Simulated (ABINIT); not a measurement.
C:

```
CELL_PARAMETERS angstrom
2.52210 0.00000 0.00000
-1.26105 2.18420 0.00000
0.00000 0.00000 8.23710
ATOMIC_POSITIONS crystal
C 0.66667 0.33333 0.84375
C 0.33333 0.66667 0.34375
C 0.66667 0.33333 0.65625
C 0.33333 0.66667 0.15625
C 0.00000 0.00000 0.90625
C 0.00000 0.00000 0.40625
C 0.00000 0.00000 0.59375
C 0.00000 0.00000 0.09375
```

This is a hexagonal form of diamond, not graphite.

```yaml
Program: ABINIT 10.8.3 (patched build)
Task: relaxation of cell and atoms
Functional: LDA
Potentials_or_basis: JTH PAW LDA v2.0
Cutoff: 517 eV
k_mesh: 12 × 12 × 4
Occupations: fermi-dirac, width 0.05 eV
Spin: no spin polarisation
```

At the start: pressure -13.2 GPa; volume 5.67 Å³/atom.

How do energy, volume and symmetry change on relaxing?

Over 6 steps the energy falls by 9.5 meV/atom and the volume is 5.51 Å³/atom (-2.9 %); space group P6_3/mmc (No. 194, to 0.05 Å).

The path:
```tsv
step	energy change (eV)	largest force (eV/Å)	pressure (GPa)	volume (Å³)
1	0.0000	0.3299	-13.15	45.38
2	-0.0654	0.2028	5.13	43.57
3	-0.0752	0.0900	-0.06	44.05
4	-0.0757	0.0391	-0.09	44.05
5	-0.0758	0.0025	-0.02	44.04
6	-0.0758	0.0007	0.00	44.04
```

Final structure:
```
C
1.0
     2.48873    0.00000    0.00000
    -1.24436    2.15530    0.00000
     0.00000    0.00000    8.21080
C
8
Direct
  0.66667 0.33333 0.84445
  0.33333 0.66667 0.34445
  0.66667 0.33333 0.65555
  0.33333 0.66667 0.15555
  0.00000 0.00000 0.90706
  0.00000 0.00000 0.40706
  0.00000 0.00000 0.59294
  0.00000 0.00000 0.09294
```

Caveat: the atomic spheres overlap.
